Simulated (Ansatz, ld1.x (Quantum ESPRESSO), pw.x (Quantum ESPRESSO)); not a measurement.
# What a changed setting does to a pw.x run (fcc H)

Potential: ultrasoft, ld1.x (Quantum ESPRESSO) 7.5, PBE; core none, reference 1s1; waves: 1s (bound): rcut 1.10, rcutus 1.20 bohr; 1s channel at 2.25 Ry: rcut 1.10, rcutus 1.20 bohr; 2p channel at 0.35 Ry: rcut 1.05, rcutus 1.15 bohr; local part: all-electron potential smoothed inside 0.95 bohr (lloc = -1); core correction: none; augmentation: built from norm-conserving waves at rcut, not smoothed further.

The reference run (k-mesh 18³, cutoffs 40/600 Ry, Fermi–Dirac 0.01 Ry, mixing_beta 0.4, conv_thr 1e-9, no spin) gives 0.07 GPa at 2.975 Å³/atom, where all-electron LAPW gives -0.20 GPa. This run, with its own iteration cap, changes nspin = 2 with starting_magnetization to -0.3.

```
&control
  calculation='scf', prefix='x', pseudo_dir='./', outdir='./tmp', tstress=.true., disk_io='none'
/
&system
  ibrav=0, nat=1, ntyp=1, ecutwfc=40, ecutrho=600, nbnd=7,
  occupations='smearing', smearing='fd', degauss=0.01, nspin=2, starting_magnetization(1)=-0.3
/
&electrons
  conv_thr=1e-09, mixing_beta=0.4, electron_maxstep=50
/
ATOMIC_SPECIES
H 1.0 H.UPF
CELL_PARAMETERS angstrom
  0.00000000 1.14152561 1.14152561
  1.14152561 0.00000000 1.14152561
  1.14152561 1.14152561 0.00000000
ATOMIC_POSITIONS crystal
H 0.0000 0.0000 0.0000
K_POINTS automatic
18 18 18 0 0 0
```

```bash
pw.x < H.scf.in > H.scf.out
```

Q: How does the run end?

A: It converges in 7 iterations; the free energy moves by +0.0 meV/atom and the pressure by +0.00 GPa. The result is that of the reference run.

```
Message from routine setup:
     using ibrav=0 with symmetry is DISCOURAGED, use correct ibrav instead
     lattice parameter (alat)  =       3.0507  a.u.
     unit-cell volume          =      20.0763 (a.u.)^3
     number of electrons       =         1.00
     number of Kohn-Sham states=            7
     kinetic-energy cutoff     =      40.0000  Ry
     charge density cutoff     =     600.0000  Ry
     scf convergence threshold =      1.0E-09
     Exchange-correlation= PBE
     atomic species   magnetization
     number of k points=   195  Fermi-Dirac smearing, width (Ry)=  0.0100
     iteration #  1     ecut=    40.00 Ry     beta= 0.40
     total energy              =      -1.07188917 Ry
     estimated scf accuracy    <       0.00093824 Ry
     total magnetization       =    -0.07 Bohr mag/cell
     absolute magnetization    =     0.07 Bohr mag/cell
     iteration #  2     ecut=    40.00 Ry     beta= 0.40
     total energy              =      -1.07409675 Ry
     estimated scf accuracy    <       0.00044047 Ry
     total magnetization       =    -0.06 Bohr mag/cell
     absolute magnetization    =     0.06 Bohr mag/cell
     iteration #  3     ecut=    40.00 Ry     beta= 0.40
     total energy              =      -1.07501310 Ry
     estimated scf accuracy    <       0.00000591 Ry
     total magnetization       =    -0.00 Bohr mag/cell
     absolute magnetization    =     0.00 Bohr mag/cell
     iteration #  4     ecut=    40.00 Ry     beta= 0.40
     total energy              =      -1.07503658 Ry
     estimated scf accuracy    <       0.00000109 Ry
     total magnetization       =     0.00 Bohr mag/cell
     absolute magnetization    =     0.00 Bohr mag/cell
     iteration #  5     ecut=    40.00 Ry     beta= 0.40
     total energy              =      -1.07503634 Ry
     estimated scf accuracy    <       0.00000009 Ry
     total magnetization       =    -0.00 Bohr mag/cell
     absolute magnetization    =     0.00 Bohr mag/cell
     iteration #  6     ecut=    40.00 Ry     beta= 0.40
     total energy              =      -1.07503922 Ry
     estimated scf accuracy    <       0.00000033 Ry
     total magnetization       =     0.00 Bohr mag/cell
     absolute magnetization    =     0.00 Bohr mag/cell
     iteration #  7     ecut=    40.00 Ry     beta= 0.40
     the Fermi energy is     3.7966 ev
!    total energy              =      -1.07504004 Ry
     estimated scf accuracy    <          6.9E-10 Ry
     smearing contrib. (-TS)   =      -0.00045486 Ry
     The total energy is F=E-TS. E is the sum of the following terms:
     one-electron contribution =       0.63589811 Ry
     hartree contribution      =       0.01812604 Ry
     xc contribution           =      -0.66590670 Ry
     ewald contribution        =      -1.06270263 Ry
     total magnetization       =    -0.00 Bohr mag/cell
     absolute magnetization    =     0.00 Bohr mag/cell
     convergence has been achieved in   7 iterations
          total   stress  (Ry/bohr**3)                   (kbar)     P=        0.69
     Message from routine punch:
     Nothing written, as per user request (disk_io='none')
```

The run took about 3.5 s on one core of a shared host (Neoverse-V1, 32 threads, 247 GiB, load 24).
